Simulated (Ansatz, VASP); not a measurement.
## HfB2 in VASP and in Ansatz

```
Hf B
1.0
     3.10563    0.00000    0.00000
    -1.55281    2.68955    0.00000
     0.00000    0.00000    3.41820
Hf B
1 2
Cartesian
  0.0000 0.0000 0.0000
  0.0000 1.7930 1.7091
  1.5528 0.8965 1.7091
```

The cell comes from a database or a generator and needn't be the stable form of this composition.

Alike in both runs: task relaxation of cell and atoms; functional LDA; k mesh 15 × 15 × 12; occupations gaussian, width 0.1 eV; no spin polarisation.

|  | VASP | Ansatz |
| --- | --- | --- |
| version | VASP 6.6.1 | Ansatz 0.2.0 |
| potentials or method | VASP PAW LDA potentials, release 64 (Hf_pv, B) | scalar-relativistic, plane waves, PAW |
| plane-wave cutoff (eV) | 600 | 420 |
| valence electrons in the cell | 16 | 32 |

|  | VASP | Ansatz | Ansatz less VASP |
| --- | --- | --- | --- |
| gap on the k mesh at the Fermi level, each at its own relaxed structure (eV) | none | none | - |
| relaxed volume (Å³/atom) | 9.54 | 9.51 | -0.023 |
| relaxed cell length with the largest relative difference (Å) | 3.429 | 3.422 | -0.0067 |

A gap of «none» marks a metal or a gap that the smearing closes. The two sets of potentials don't hold the same shells in valence.

Spin-orbit coupling is left out, which matters for the levels of Hf.
